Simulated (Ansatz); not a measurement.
**AlP: zone-centre modes at 50 GPa**

Level of theory: Ansatz, DFT PBE, scalar-relativistic, plane waves, PAW. Settings: 420 eV plane-wave cutoff, Γ-centred 10×10×10 mesh, fixed occupations. No spin polarisation. Phonons by linear response, acoustic sum rule imposed.

The cell, relaxed at 50 GPa:
```
Al P
1.0
     0.00000    2.47626    2.47626
     2.47626    0.00000    2.47626
     2.47626    2.47626    0.00000
Al P
1 1
Direct
  0.00000 0.00000 0.00000
  0.75000 0.75000 0.75000
```

Other phases may be more stable at this pressure. The bands were filled as in an insulator; under compression the gap may have closed between mesh points.

Task: Give the high-frequency dielectric tensor ε∞.

Result:
```
8.45 0.00 0.00
0.00 8.45 0.00
0.00 0.00 8.45
```

Task: Give the Born effective charges.

Result:
```
       atom Z*xx Z*yy Z*zz mean
Al (atom 1)   2.07   2.07   2.07   2.07
 P (atom 2)  -2.07  -2.07  -2.07  -2.07
```

Task: How large is the static dielectric tensor with the ions free to move, and what share of it is ionic?

Result:
```
9.7 0.0 0.0
0.0 9.7 0.0
0.0 0.0 9.7
```
The ions give 13 % of its trace.

Cost: 1 run of about 0.56 core-minutes, on Intel Xeon Platinum 8259CL (Skylake/Cascade Lake) (shared hosts).